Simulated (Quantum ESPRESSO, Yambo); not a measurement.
An input for Yambo 5.3.0 (AlN (P6_3mc)):

```
HF_and_locXC
gw0
dyson
ppa
em1d
rim_cut
RandQpts= 1000000
RandGvec= 1 RL
EXXRLvcs= 72 Ry
VXCRLvcs= 288 Ry
Chimod= "HARTREE"
% BndsRnXp
 1 | 501 |
%
NGsBlkXp= 15.5 Ry
% LongDrXp
 1 | 1 | 1 |
%
% GbndRnge
 1 | 501 |
%
DysSolver= "n"
ExtendOut
PPAPntXp= 27.21138 eV
% QPkrange
 1 | 1 | 7 | 10 |
%
```

The database entry behind the starting cell differs from later determinations by our own check (inner coordinate u about 0.002 short), so it need not match the best structure at ambient conditions.

```sh
OMP_NUM_THREADS=1 mpirun -n 4 yambo -F gw6.in -J gw6 -C gw6 > gw6.log
```

The stored states that it reads are on a 3×3×4 mesh. It takes space group P6_3mc (No. 186, hexagonal). The conventional cell has a = 3.113 Å, b = 3.113 Å, c = 4.981 Å, α = 90.00°, β = 90.00°, γ = 120.00°. Nearest to Al lie 4 N at 1.89 Å. N has 4 Al at 1.89 Å nearest. Farther neighbours and most contacts between anions are not listed.

Estimate wall time and host memory on 4 MPI ranks of Arm Neoverse V1, shared host.

It took 3.5 min; on shared hardware allow 1.7 min to 7 min. Peak host memory was 2.4 GiB.

The screening grows as filled bands × empty bands × pairs of k points, times the square of the screening basis for the matrix.

[Paths, hosts, dates, memory and timing lines, banners, echoed tables and standing remarks are left out of the program output.]

[Logs are printed without paths, hosts, clocks, repeated set-up lines and the standing remarks that a program may print on its own settings, such as how far it seeks lower states.]

[Runs of the session that timed out or met a known fault of the program may be left out.]

[Hosts, paths, dates, database ids (printed as entryN), source tags and the programs' standing remarks are cut or masked in the printed files.]
